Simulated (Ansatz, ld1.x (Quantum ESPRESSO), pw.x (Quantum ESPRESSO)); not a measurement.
# Equation-of-state test of one TM potential (silver (Ag))

ld1.x (Quantum ESPRESSO) 7.5 input, shortened:

```
&input
   title='Ag', zed=47., rel=1, dft='PBE', iswitch=3,
   config='[Kr] 4d10 5s1 5p0'
 /
 &inputp
   pseudotype=2, tm=.true., lloc=-1, rcloc=1.30,
   nlcc=.false.
 /
3
5S  1  0   1.00   0.00  1.95  1.95  0.0
5P  2  1   0.00   0.00  3.20  3.20  0.0
4D  3  2  10.00   0.00  1.55  1.55  0.0
 &test
   configts(1)='4d10 5s1 5p0'
 /
```

Atomic tests: cutoffs needed: 70 Ry and 100 Ry (the cutoffs (Ry, on a coarse ladder) from which the occupation-weighted sum of valence levels, in a spherical-Bessel basis at the reference potential, stays within 10 and 1 mRy of its value at 400 Ry); ghost test: ghost states, extra bound levels that the all-electron valence spectrum of the same l lacks: s at -142.9 eV, p at -42.4 eV; a true bound ghost makes a file unfit for plane-wave use (spherical-Bessel basis up to 400 Ry, 20 bohr box); configuration tests: 1 of 7 tests not solved or not reliable.

Crystal test: diamond Ag in pw.x 7.5, no spin, 8³ k-points, Fermi–Dirac smearing 0.01 Ry, cutoffs 120/480 Ry. The reference is all-electron LAPW (Ansatz 0.2.0) with the same functional, mesh and smearing; V0 and B0 come from Birch–Murnaghan fits to the pressures at five volumes. Errors are pseudo minus all-electron; Δ is the rms difference of the E(V) curves that follow from these fits, minima aligned, over ±6 % about the mean V0. Mesh and smearing are coarse, so the numbers serve the comparison and aren't converged zero-temperature values; the lattice is a test structure that the element need not adopt.

| V (Å³/atom) | P all-electron (GPa) | P pseudo (GPa) |
| --- | --- | --- |
| 28.561 | 1.75 | -13.53 |
| 29.312 | 0.79 | -14.42 |
| 30.064 | -0.02 | -15.14 |
| 30.816 | -0.71 | -15.72 |
| 31.567 | -1.30 | -16.18 |

All-electron: a0 = 6.217 Å (V0 = 30.04 Å³/atom), B0 = 30.1 GPa.

Pseudopotential: mean pressure error (GPa): -15.10. The pressure does not cross zero within the volumes sampled, so no fit is given. The largest radius (3.20 bohr) exceeds half the bond length (2.54 bohr), so the spheres overlap, which is one possible source of error among others. This is a poor potential for the solid. Note: ghost states, extra bound levels that the all-electron valence spectrum of the same l lacks: s at -142.9 eV, p at -42.4 eV. A true bound ghost makes a file unfit for plane-wave use. Atomic configuration tests: 1 of 7 tests not solved or not reliable.

Task: At the middle volume, how do free energy and pressure move when the wave cutoff is lowered (ecutrho kept at four times it)?

Result:

```csv
cutoff (Ry),shift of F (meV/atom),shift of P (GPa)
54,+1462.1,-36.35
72,+123.2,-4.29
96,+8.0,-0.23
```

The run at the middle volume (29 k-points, 37 iterations) took about 4.5 min on one core of a shared host (Neoverse-V2, 96 threads, 742 GiB, load 46).
